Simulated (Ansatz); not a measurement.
# SrTiO3 — field gradients at the nuclei

The cell is an entry of the Crystallography Open Database (COD), its atoms then relaxed with PBE in this cell.

```
Sr Ti O
1.0
     3.90500    0.00000    0.00000
     0.00000    3.90500    0.00000
     0.00000    0.00000    3.90500
Sr Ti O
1 1 3
Direct
  0.00000 0.00000 0.00000
  0.50000 0.50000 0.50000
  0.00000 0.50000 0.50000
  0.50000 0.00000 0.50000
  0.50000 0.50000 0.00000
```

Sites (sets of like atoms) are named by element and the number of their first atom in this list.

Computed with Ansatz: DFT, LDA, plane waves and PAW, scalar-relativistic, 420 eV cutoff, Γ-centred 8×8×8 k-points, Fermi–Dirac smearing 0.02 eV.

C_Q = eQV_zz/h, which is 24.18 MHz for Q = 1 b and V_zz = 10²¹ V/m²; η = (V_xx − V_yy)/V_zz.

⁸⁷Sr: I = 9/2, Q = 305.0 mb; ⁴⁹Ti: I = 7/2, Q = 247.0 mb; ¹⁷O: I = 5/2, Q = -25.58 mb. Q values from Pyykkö, Mol. Phys. 116, 1328 (2018).

Question: Give the quadrupolar parameters of the distinct sites.

Answer: 

```
site  atoms (order as listed)                                      first shell  V_xx, V_yy, V_zz (10²¹ V/m²)     η  C_Q (MHz)
  Sr                        1                                   12 O at 2.76 Å              0.00, 0.00, 0.00     –          0
  Ti                        2                                    6 O at 1.95 Å              0.00, 0.00, 0.00     –          0
   O                  3, 4, 5  2 Ti at 1.95 Å, angle 180°; also 4 Sr at 2.76 Å            -0.48, -0.48, 0.96  0.00     -0.592
```

An axis of threefold or higher order runs through O, so V_zz lies along it and η is zero. Sr and Ti sit on a cubic site, where every gradient vanishes.

At this cell the LDA pressure is -7 GPa, so with LDA the cell would shrink if it were relaxed. This high-symmetry form of SrTiO3 is unstable when cold, to tilts of the octahedra. The symmetry of the cell holds that distortion back, wholly or in part, and it would change the field gradients, the more the larger the distortion.

The run took 3 s of wall time (3 s of CPU time) and 0.47 GiB at its peak, on 1 thread of Intel Xeon 6975P-C (Granite Rapids) (x86_64; 16 cores open to the job, memory cap 3.0 GiB, no GPU), a shared host with a load of 0.1 a core.
